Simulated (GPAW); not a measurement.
**PbS (Galena): band structure with PBE**

Crystal: PbS (Galena).

```
Pb S
1.0
     4.19420    0.00000    0.00000
     2.09710    3.63229    0.00000
     2.09710    1.21076    3.42455
Pb S
1 1
Cartesian
  0.0000 0.0000 0.0000
  4.1942 2.4215 1.7123
```

* Program: GPAW 26.7.0
* Task: band structure
* Functional: PBE
* Potentials or basis: JTH PAW 2.0, PBE
* Cutoff: 600 eV
* Basis: pw
* k mesh: 6 × 6 × 6
* Occupations: fermi-dirac, width 0.05 eV
* Spin: no spin polarisation
* Maxiter: 150
* Band path: GXWKGLUWLK,UX
* Band points: 60
* Data set: Pb jth, S jth

```json
{
  "Pressure": "2.1 GPa",
  "Band gap on the k mesh": "0.37 eV, direct",
  "Band gap along the path": "0.37 eV, direct"
}
```

Levels at the corners of the path, in eV from the valence-band top:
```csv
point,band 8,band 9,band 10,band 11,band 12,band 13
Γ,-2.18,-2.18,-2.18,5.21,5.21,5.21
X,-5.20,-3.44,-3.44,3.89,5.58,5.68
W,-4.43,-4.43,-1.03,2.19,4.67,4.67
K,-4.78,-2.94,-2.48,3.33,4.13,5.05
Γ,-2.18,-2.18,-2.18,5.21,5.21,5.21
L,-1.78,-1.78,0.00,0.37,1.96,1.96
U,-4.78,-2.94,-2.48,3.33,4.13,5.05
W,-4.43,-4.43,-1.03,2.19,4.67,4.67
L,-1.78,-1.78,0.00,0.37,1.96,1.96
K,-4.78,-2.94,-2.48,3.33,4.13,5.05
U,-4.78,-2.94,-2.48,3.33,4.13,5.05
X,-5.20,-3.44,-3.44,3.89,5.58,5.68
```

It took 24 s on 1 thread of Intel(R) Xeon(R) 6975P-C (Granite Rapids), with other jobs on the host, peak memory 0.25 GiB.

Caveat: the program truncates these outside data sets; spin-orbit coupling is left out, which as a rule narrows the gap of such compounds by several tenths of an eV.
